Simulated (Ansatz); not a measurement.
**CdS: frozen-core PAW against all-electron methods**

```
CELL_PARAMETERS angstrom
4.21589 0.00000 0.00000
-2.10795 3.65107 0.00000
0.00000 0.00000 6.88137
ATOMIC_POSITIONS crystal
Cd 0.33333 0.66667 0.00000
Cd 0.66667 0.33333 0.50000
S 0.33333 0.66667 0.38500
S 0.66667 0.33333 0.88500
```

Atoms are numbered in the order listed.

The cell is COD entry 9008862, as deposited and not checked against the literature; nothing was relaxed. It differs from other determinations. The listed cell was then made from it by scaling, straining or moving an atom.

Levels of theory: DFT, PBEsol, PAW with Ansatz's default frozen-core files, scalar-relativistic (Ansatz 0.2.0); DFT, PBEsol, all-electron PAW with datasets made for the crystal, scalar-relativistic (Ansatz 0.2.0); DFT, PBEsol, all-electron LAPW, scalar-relativistic (Ansatz 0.2.0).

For PAW: a Γ-centred 7×7×4 k mesh, Fermi–Dirac smearing of 0.01 eV, cutoff 420 eV, no spin polarisation; the PAW files were made with PBE, and the program remakes their frozen cores for this functional. The crystal-made all-electron datasets (AE datasets) take a cutoff of 240 eV at this cell. LAPW targets a basis error of 1 meV/atom. The Ansatz runs share mesh, smearing and spin set-up. Plane-wave (PAW) pressures include the program's estimate of the Pulay term.

Stress and pressure are positive in compression.

The change that made this cell: volume scaled by 1.06.

| quantity | PAW | AE datasets | LAPW |
| --- | --- | --- | --- |
| pressure (GPa) | -3.53 | -3.52 | -3.51 |
| stress xx (GPa) | -3.09 | -3.07 | -3.07 |
| stress zz (GPa) | -4.42 | -4.40 | -4.40 |
| force on Cd1, z (eV/Å) | 0.192 | 0.192 | 0.192 |
| force on S3, z (eV/Å) | -0.192 | -0.192 | -0.192 |
| band gap (eV) | 0.961 | 0.962 | 0.962 |
